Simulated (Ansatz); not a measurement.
The calculation used Ansatz, DFT PBE, scalar-relativistic, plane waves, PAW. All cells share a 420 eV cutoff and Γ-centred k meshes spaced at most about 0.3 Å⁻¹ (about 0.25 or finer for metals, 2π included). No spin polarisation.

All energies are static (0 K, no zero-point motion).

Two forms of Cd3Te2 were relaxed alike.

A.

```
Cd Te
1.0
     4.67583    0.00000    0.00000
    -2.33791    4.04939    0.00000
     0.00000    0.00000   19.87579
Cd Te
6 4
Direct
  0.00000 0.00000 0.25000
  0.00000 0.00000 0.75000
  0.33333 0.66667 0.94778
  0.66667 0.33333 0.44777
  0.33333 0.66667 0.55222
  0.66667 0.33333 0.05223
  0.33333 0.66667 0.10164
  0.66667 0.33333 0.60164
  0.33333 0.66667 0.39836
  0.66667 0.33333 0.89836
```

B.

```
Cd Te
1.0
     4.39597    0.00000    0.00000
    -2.19798    3.80702    0.00000
     0.00000    0.00000   18.98416
Cd Te
6 4
Direct
  0.33333 0.66667 0.82206
  0.66667 0.33333 0.32206
  0.66667 0.33333 0.17794
  0.33333 0.66667 0.67794
  0.00000 0.00000 0.00000
  0.00000 0.00000 0.50000
  0.66667 0.33333 0.90743
  0.33333 0.66667 0.40743
  0.66667 0.33333 0.59257
  0.33333 0.66667 0.09257
```

Task: Which form is favoured at zero pressure, and by what margin per atom?

Result: B is lower, by 49 meV/atom. A has space group P6_3/mmc (No. 194), 37.6 Å³/atom and a gap of 0.22 eV on its mesh; B has space group P6_3/mmc (No. 194), 31.8 Å³/atom and no gap. Counting Te atoms around Cd (those within 1.25 times the shortest such distance or 1.15 times the sum of covalent radii, 1.27 where that leaves under three; the shortest distance is added where it exceeds 1.18 times the sum of covalent radii; a slash parts the counts of unlike sites), A has Cd 4/6 from 4.0 Å and B has Cd 3/6. The denser one is the lower, and pressure would at first widen the difference. In A, Cd on a site of symmetry -6m2 is surrounded by 6 Te at 4.00 Å (long against the sum of covalent radii); around Cd on a site of symmetry 3m lie 3 Te at 2.87 Å, 1 Te at 3.06 Å and 3 Cd at 3.41 Å; Te has 3 Cd at 2.87 Å, 1 Cd at 3.06 Å and 3 Cd at 4.00 Å. In B, around Cd on a site of symmetry 3m lie 1 Cd at 2.74 Å and 3 Te at 3.01 Å; Cd on a site of symmetry -3m has 6 Te at 3.09 Å; Te is surrounded by 6 Cd at 3.01–3.09 Å. Both come from invented guesses. The lowest form computed isn't among them: it has space group P-4m2 (No. 115), 41.1 Å³/atom and lies 21 meV/atom below the best shown.

No dispersion correction is applied, so the spacing and binding between layers, chains or molecules are poorly described (P6_3/mmc at 37.6 Å³/atom), and this can change margins and order among such cells. Spin–orbit coupling, which can matter for Te, is left out. Kohn–Sham gaps at this level usually fall short of measured ones. The missing spin–orbit coupling can work the other way here. Cells relaxed within their symmetry can be saddle points. Some types were kept out of the candidates beforehand, so the set may lack a known form.
